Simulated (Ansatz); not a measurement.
Ge:

```
CELL_PARAMETERS angstrom
0.00000 2.82891 2.82891
2.82891 0.00000 2.82891
2.82891 2.82891 0.00000
ATOMIC_POSITIONS crystal
Ge 0.75000 0.75000 0.75000
Ge 0.50000 0.50000 0.50000
```

A run of Ansatz 0.2.0 on this cell left the log below. Logs are shortened: lines on timing, memory, paths and dates and some standing lists are left out, and cuts for length are marked.

```text
Warning: RAYON_NUM_THREADS=1 ignored (pool sized by the plan → 1); use --threads N
Engine: ansatz 0.2.0, aarch64-unknown-linux-gnu
Pseudopotentials: kind: paw
Pseudopotential: Ge, paw, valence charge 14, recommended cutoff 1230 eV (meta_gga), Ge.paw.azcp
Functional definition: m-r2SCAN
  exchange = m_r2scan_x
  correlation = m_r2scan_c
Crystal: 2 atoms, lattice volume = 45.278 Å³
Basis set: ecut = 1230 eV, 4477 PW (Γ), exchange–correlation on 192×192×192 points (64 copies of the dense FFT grid, shifted against one another)
Bands: 19, of which v1, the nominal top of the filled ones, is band 14 counted from 1 (13 counted from 0)
Symmetry: 24 space group operations
Space group: F-43m (ITA 216), of the structure as read, at distance tolerance 3.6e-5 Å
Magnetic group: BNS 227.130 (UNI 1632), of the structure as read, at distance tolerance 3.6e-5 Å
k-points: 29 of 512 (time reversal used)
Non-local potential: Ge, projectors of the file, l = 0: 2, l = 1: 2, l = 2: 2, l = 3: 2
PAW form: soft (Blöchl's): semilocal exchange-correlation on the pseudo side does not see the compensation charge
PAW frozen core: Ge, regenerated for the run's functional (the file was generated under x = pbe(κ = 0.804, μ = 0.2195149727645171), c = pbe(β = 0.06672455060314922))
PAW one-centre angular grid: Ge, 590 points (default); XC on 160 Gauss nodes
Initial density: superposition of atomic densities (chi_scale 0.1, normalization cell)
Starting moments: Σ|m| = 1 μB on 2 of 2 sites
Starting magnetic order: antiferromagnet; an inversion exchanges its spin sublattices: spin-degenerate at every k-point
Initial wavefunctions: pseudopotential atomic-orbital guess
Functional: x = mr2scan, c = mr2scan; τ floored in thin density (d = 2e-4 eV/Å³)
iter 1 solved again at ethr=1.67e-3 eV; its pass at ethr=3.10e-3 eV (dr2=4.67e-1 eV) is discarded
SCF iter   1: F=—  HF=-8614.049043 eV  |F-HF|=—  |Δ(HF+E_count)|=         —  Δρ=3.41e-2 (↑3.41e-2 ↓3.41e-2)  dr2=4.69e-1  dr2_τ=4.93e-2  dr2_m=3.65e-1  M=0.000 μB ∫|m|=0.072 μB  β_m=0.30  ethr=1.67e-3  ⟨swp⟩=1.4  Hψ=8182  notcnv=0
preconditioner: auto → none  [insulator: Δε(μ)=0.284 eV  Ē_g=25.414 eV  σ=0.020 eV  W_gap=1.00  n_scr=14 (ndim 8)  ℏωp=29.2 eV  f_vac=0.000  D(μ)=0.00/eV (n_scr^D=0)  ε∞_Penn≈2.3]
[... 24 lines left out ...]
Free energy (F): -8614.157584 eV
Harris-Foulkes:  -8614.157584 eV  (|F-HF|=0.00e0)
Internal energy: -8614.157584 eV  (E = F + TS)
E sigma→0 (E₀):  -8614.157584 eV
Fermi energy:    9.971920 eV
--- Per-component energies (eV) ---
  E_band       = -278.637373
  E_kinetic    = 889.330071
  E_local      = -2404.413122  (includes V_loc(G=0)·N_el)
  E_nonlocal   = -2405.649240
  E_hartree    = 1382.917542
  E_xc         = -336.517809
  E_vxc        = -258.875002  (∫ρ·V_xc dr)
  E_paw        = -3050.539778  (= ΣΔE_a)
  E_vpaw       = 1114.867856  (= ΣTr[D̂ρ^β])
  E_aug_tail   = 0.000080  (compensation charges beyond the density's cutoff)
  E_vtau       = 20.266996  (kinetic-family band-sum trace: ∫τ·v_τ [+ j·A + Jᵃ·Aᵃ] dr)
  E_ewald      = -2687.134708
  E_core_change = -2.150620  (= ΣΔE_core)
  E_smearing   = -0.000000  (= −TS)
  E_closure    = 0.000000  (closes the sum)
  Σ components = -8614.157584   (vs F -8614.157584, Δ=0.00e0)
--- Forces (eV/Å), atoms counted from 1 ---
  atom   1  Ge    -0.00000000     0.00000000     0.00000000
  atom   2  Ge     0.00000000    -0.00000000    -0.00000000
  max |Σ_I F_I| component: 2.31e-17 eV/Å
--- Stress (GPa, compression-positive) ---
        0.662624      -0.000000      -0.000000
       -0.000000       0.662624       0.000000
       -0.000000       0.000000       0.662624
  P = ⅓ Tr σ = 0.6626 GPa (6.626 kbar)
--- PAW observables at the nuclei: V_zz in 10²¹ V/m², potentials from the cell's mean, atoms counted from 1 ---
  atom   1  Ge V_zz =    -0.000000   η = 0.0000   by run symmetry: forbidden
            electrostatic potential = -4337.775415 V   contact ρ = 214787.153778 e/Å³   contact ρ_s (e/Å³): all electrons +0.000010, valence +0.000010
  atom   2  Ge V_zz =    -0.000000   η = 0.0000   by run symmetry: forbidden
            electrostatic potential = -4337.775408 V   contact ρ = 214787.153779 e/Å³   contact ρ_s (e/Å³): all electrons -0.000011, valence -0.000013
--- Band table (eV; the first three rows and the last of 58) ---
  k-point 0 ↑: bands = ["-15.6345", "-15.6345", "-15.6345", "-15.5951", "-15.5951", "-15.3738", "-15.3738", "-15.3738", "-15.3547", "-15.3547", "-3.5526", "9.7520", "9.7520", "9.7520", "10.1908", "12.4731", "12.4731", "12.4731", "16.8263"]
  k-point 1 ↑: bands = ["-15.6430", "-15.6430", "-15.6319", "-15.5830", "-15.5830", "-15.3846", "-15.3846", "-15.3768", "-15.3458", "-15.3458", "-3.3528", "7.4174", "9.3998", "9.3998", "11.0806", "12.9453", "12.9453", "13.5447", "17.7425"]
  k-point 2 ↑: bands = ["-15.6536", "-15.6536", "-15.6254", "-15.5647", "-15.5647", "-15.3981", "-15.3981", "-15.3844", "-15.3359", "-15.3359", "-2.7728", "4.9204", "8.8218", "8.8218", "10.7056", "13.6175", "13.6175", "15.8595", "18.3933"]
  k-point 28 ↓: bands = ["-15.6847", "-15.6847", "-15.5349", "-15.5349", "-15.4809", "-15.4809", "-15.4468", "-15.4468", "-15.3015", "-15.3015", "0.6400", "0.6400", "5.6954", "5.6954", "14.4495", "14.4495", "14.8130", "14.8130", "21.4286"]
```

Q: Write the input and the command behind it.

A: Electric field gradients with m-r2SCAN, collinear spin, antiferromagnetic start. The files as run (others can give the same):

input.yaml
```yaml
crystal:
  lattice:
    - [0.0, 2.82891, 2.82891]
    - [2.82891, 0.0, 2.82891]
    - [2.82891, 2.82891, 0.0]
  atoms:
    - { symbol: Ge, position: [0.75, 0.75, 0.75], spin: 0.5 }
    - { symbol: Ge, position: [0.5, 0.5, 0.5], spin: -0.5 }
hamiltonian:
  xc: mr2scan
  pseudopotentials: { kind: paw, source: ansatz }
magnetization:
  spin_polarized: true
kpoints:
  mp_grid: { grid: [8, 8, 8] }
scf:
  occupations: { method: gaussian, width: 0.02 }
output:
  forces: true
  stress: true
  eigenvalues: true
  efg: {}
```

Potentials or basis: Ansatz PAW earlier set.
Run with:
```console
$ ansatz run input.yaml --threads 1 --pin off --max-ram 2560MiB --backend cpu --events-out ev --progress --plain --runs-dir out
```

Caveat: the PAW data sets come from PBE, with cores solved anew for the run's functional, which leaves a small shift of forces and pressure; the starting moments weren't kept.
